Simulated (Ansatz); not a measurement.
**Zone-centre phonons of HfO2 at 25 GPa: input and output**

Computed with DFT PBE, scalar-relativistic, plane waves, PAW (Ansatz 0.2.0).

Launched with:
```bash
ansatz run input.yaml --threads 1 --pin off --max-ram 3072MiB --backend cpu --events-out ev --progress --plain --runs-dir out
```

Input (bare energies are in eV):
```yaml
crystal:
  lattice:
    - [0.0, 2.4775816035, 2.4775816035]
    - [2.4775816035, 0.0, 2.4775816035]
    - [2.4775816035, 2.4775816035, 0.0]
  atoms:
    - { symbol: Hf, position: [0.0, 0.0, 0.0] }
    - { symbol: O, position: [0.25, 0.25, 0.25] }
    - { symbol: O, position: [0.75, 0.75, 0.75] }
basis:
  ecutwfc: 420
kpoints:
  mp_grid: { grid: [8, 8, 8] }
hamiltonian:
  xc: pbe
scf:
  occupations: { method: fixed }
output:
  eigenvalues: true
phonons:
  method: dfpt
  dielectric: true
  rigid_motions: translations
  eigenvectors: true
```

Results section of the output:
```
--- Phonons (Γ-DFPT): 2 representative perturbations + reference, on 95 of 512 k-points (Σ response iterations 8) ---
  k mesh reduced under 4 symmetry operations, with k and −k counted as one. Each operation leaves every solved perturbation unchanged. A smaller set is not considered because the run solves the response ...
  ASR residual: 7.703e-5 → 0.000e0 eV/Å²; symmetrization residual: 2.086e-6 eV/Å²
  ASR residual per site (eV/Å²): 5.94e-5 7.70e-5 7.70e-5
  Γ frequencies (cm⁻¹): 0.00 0.00 0.00 300.06 300.06 300.06 637.96 637.96 637.96
  ε∞ (high-frequency dielectric tensor):
        5.268591     0.000000    -0.000000
        0.000000     5.268591     0.000000
        0.000000     0.000000     5.268591
  ε⁰ (static dielectric tensor: ions relaxed, cell fixed):
       25.877590     0.000000     0.000000
        0.000000    25.877590     0.000000
        0.000000     0.000000    25.877590
  ε⁰ − ε∞ (ionic part):
       20.608999     0.000000     0.000000
        0.000000    20.608999     0.000000
        0.000000     0.000000    20.608999
  softest optical mode at Γ: 300.06 cm⁻¹; the repairs (sum rule, projections) moved no ω² at Γ by more than (1.28 cm⁻¹)²
  Born effective charges Z* (e; rows j = field, columns β = displacement):
    site 0:
         5.57877   -0.00000    0.00000
         0.00000    5.57877    0.00000
         0.00000   -0.00000    5.57877
    site 1:
        -2.78939    0.00000   -0.00000
         0.00000   -2.78939   -0.00000
         0.00000    0.00000   -2.78939
    site 2:
        -2.78939    0.00000   -0.00000
         0.00000   -2.78939   -0.00000
         0.00000    0.00000   -2.78939
  Z* charge neutrality: 4.639e-6 e pre-enforcement
  k-mesh period / interband length: 28.0 Å / 1.30 Å = 21.53 at k = (0.0000, 0.0000, 0.0000), direct gap 4.676 eV — 14 or more, which is no proof of convergence
  optical modes at Γ without the LO–TO term, one row a degenerate level:
      ω (cm⁻¹) modes IR ((D/Å)²/amu)
        300.06      3            79.3877
        637.96      3             0.0000
  optical modes at Γ + LO–TO along q̂ = [1.0000, 0.0000, 0.0000]:
      ω (cm⁻¹) modes IR ((D/Å)²/amu)
        300.06      2            52.9251
        637.96      3             0.0000
        665.01      1            26.4626
  optical modes at Γ + LO–TO along q̂ = [0.0000, 1.0000, 0.0000]:
      ω (cm⁻¹) modes IR ((D/Å)²/amu)
        300.06      2            52.9251
        637.96      3             0.0000
        665.01      1            26.4626
  optical modes at Γ + LO–TO along q̂ = [0.0000, 0.0000, 1.0000]:
      ω (cm⁻¹) modes IR ((D/Å)²/amu)
        300.06      2            52.9251
        637.96      3             0.0000
        665.01      1            26.4626
```

The run took 38 s on 1 thread of Arm Neoverse V2 (shared host), peak memory 0.56 GiB.

Spin–orbit coupling is left out, which matters for heavy elements. Other phases may be more stable at this pressure.

This fluorite-type form isn't the usual stable structure of the compound at low pressure.